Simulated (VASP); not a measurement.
Wanted: the native input for a VASP 6.6.1 run.

| Property | Result |
| --- | --- |
| Task | single point |
| Functional | BLYP |
| Potentials or basis | VASP PAW PBE potentials, release 64 (Si) |
| Cutoff | 520 eV |
| k mesh | 8 × 8 × 8 |
| Occupations | fermi-dirac, width 0.05 eV |
| Spin | collinear spin, typed start |
| Starting moments | [0.5, 0.5] μB |
| Dipole correction | no |
| Further INCAR settings | ALGO = Normal; EDIFF = 1e-06; NBANDS = 15 |

The structure of Si lies in POSCAR:

```
Si
1.0
    0.0000000000      2.7035831784      2.7035831784
    2.7035831784      0.0000000000      2.7035831784
    2.7035831784      2.7035831784      0.0000000000
Si
2
Direct
    0.5000000000      0.5000000000      0.5000000000
    0.7500000000      0.7500000000      0.7500000000
```

The cell isn't the ideal one: volume scaled by 0.98.

One way to write it, as run:

INCAR

```
SYSTEM = Si
PREC = Accurate ; ENCUT = 520
EDIFF = 1E-6 ; ISMEAR = -1
SIGMA = 0.05 ; LREAL = .FALSE.
LASPH = .TRUE. ; NELM = 150
ALGO = Normal ; ISIF = 2
LWAVE = .FALSE. ; LCHARG = .TRUE.
ISPIN = 2 ; MAGMOM = 0.5 0.5
LORBIT = 11 ; GGA = B5
ALDAX = 1.0 ; AGGAX = 1.0
AGGAC = 1.0 ; ALDAC = 0.0
LELF = .TRUE. ; LVHAR = .TRUE.
NBANDS = 15
```

KPOINTS

```
regular mesh
0
G
  8 8 8
  0 0 0
```

Potentials or basis: VASP PAW PBE potentials, release 64 (Si).

The run is started by

```console
$ cat potpaw_PBE.64/Si/POTCAR > POTCAR
$ mpirun -np 1 vasp_std > vasp.out
```

It gave:

```yaml
Pressure: 6.5 GPa
Band_gap_on_the_k_mesh: 0.82 eV, indirect (least direct gap 2.71 eV)
Net_moment: 0.00 μB per cell
Valence_electrons_inside_the_program's_atomic_spheres: Si 1.72
```

Caveat: the PAW data sets were made with another functional, which shifts forces and pressure a little.

It took 18 s on 1 thread of Intel(R) Xeon(R) 6975P-C (Granite Rapids), with other jobs on the host, peak memory 0.17 GiB.
